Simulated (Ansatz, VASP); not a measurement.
# AlN in VASP and in Ansatz

```
CELL_PARAMETERS angstrom
4.36980 0.00000 0.00000
0.00000 -4.36980 0.00000
0.00000 0.00000 -4.36980
ATOMIC_POSITIONS crystal
Al 0.00000 0.00000 0.00000
Al 0.50000 0.50000 0.00000
Al 0.50000 0.00000 0.50000
Al 0.00000 0.50000 0.50000
N 0.75000 0.75000 0.75000
N 0.25000 0.25000 0.75000
N 0.25000 0.75000 0.25000
N 0.75000 0.25000 0.25000
```

Alike in both runs: task single point; functional r2SCAN; k mesh 6 × 6 × 6; occupations gaussian, width 0.05 eV; no spin polarisation.

|  | VASP | Ansatz |
| --- | --- | --- |
| version | VASP 6.6.1 | Ansatz 0.2.0 |
| potentials or method | VASP PAW PBE potentials, release 64 (Al, N) | scalar-relativistic, plane waves, PAW |
| plane-wave cutoff (eV) | 520 | 500 |
| valence electrons in the cell | 32 | 32 |

|  | VASP | Ansatz | Ansatz less VASP |
| --- | --- | --- | --- |
| gap on the k mesh at the Fermi level (eV) | 3.93 | 3.94 | +0.007 |
| least direct gap on the mesh (eV) | 3.93 | 3.94 | +0.007 |
| pressure (GPa) | -0.4 | 0.0 | +0.39 |

The functional is the same, so the differences come from potentials, cutoffs and numerics.

Caveats: the PAW data sets were made with another functional, which shifts forces and pressure a little (VASP). A k mesh can miss the band edges.
